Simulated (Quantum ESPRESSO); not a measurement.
An input for Quantum ESPRESSO 7.5 (Nb):

Contents of pw.in:

```
&CONTROL
  calculation = 'scf'
  prefix = 'pwscf'
  outdir = './tmp'
  pseudo_dir = './pseudo'
  tprnfor = .true.
  tstress = .true.
  disk_io = 'low'
/
&SYSTEM
  ibrav = 0
  nat = 2
  ntyp = 1
  ecutwfc = 55
  ecutrho = 440
  nbnd = 12
  occupations = 'smearing'
  smearing = 'fd'
  degauss = 0.00734986
  vdw_corr = 'grimme-d2'
/
&ELECTRONS
  conv_thr = 2d-10
  electron_maxstep = 75
  mixing_beta = 0.5
/
ATOMIC_SPECIES
Nb    92.9064 Nb.pbe-spn-kjpaw_psl.0.3.0.UPF
CELL_PARAMETERS angstrom
  -1.6639500000    1.6639500000    1.6639500000
   1.6639500000   -1.6639500000    1.6639500000
   1.6639500000    1.6639500000   -1.6639500000
ATOMIC_POSITIONS crystal
Nb     0.0000000000    0.0000000000    0.0000000000
K_POINTS automatic
11 11 11 0 0 0
```

Potentials or basis: SSSP 1.3 efficiency PBE.

Launch:

```sh
$ OMP_NUM_THREADS=1 pw.x -in pw.in > pw.out
```

Q: What does the program do with it?

A: The run stopped without a result. It printed:

pw.out:

```text
This program is part of the open-source Quantum ESPRESSO suite
     for quantum simulation of materials; please cite
         "P. Giannozzi et al., J. Phys.:Condens. Matter 21 395502 (2009);
         "P. Giannozzi et al., J. Phys.:Condens. Matter 29 465901 (2017);
         "P. Giannozzi et al., J. Chem. Phys. 152 154105 (2020);
     in publications or presentations arising from this work. More details at

 %%%%%%%%%%%%%%%%%%%%%%%%%%%%%%%%%%%%%%%%%%%%%%%%%%%%%%%%%%%%%%%%%%%%%%%%%%%%%%
     Error in routine read_cards (2):
     wrong number of columns in ATOMIC_POSITIONS
 %%%%%%%%%%%%%%%%%%%%%%%%%%%%%%%%%%%%%%%%%%%%%%%%%%%%%%%%%%%%%%%%%%%%%%%%%%%%%%

     stopping ...
```
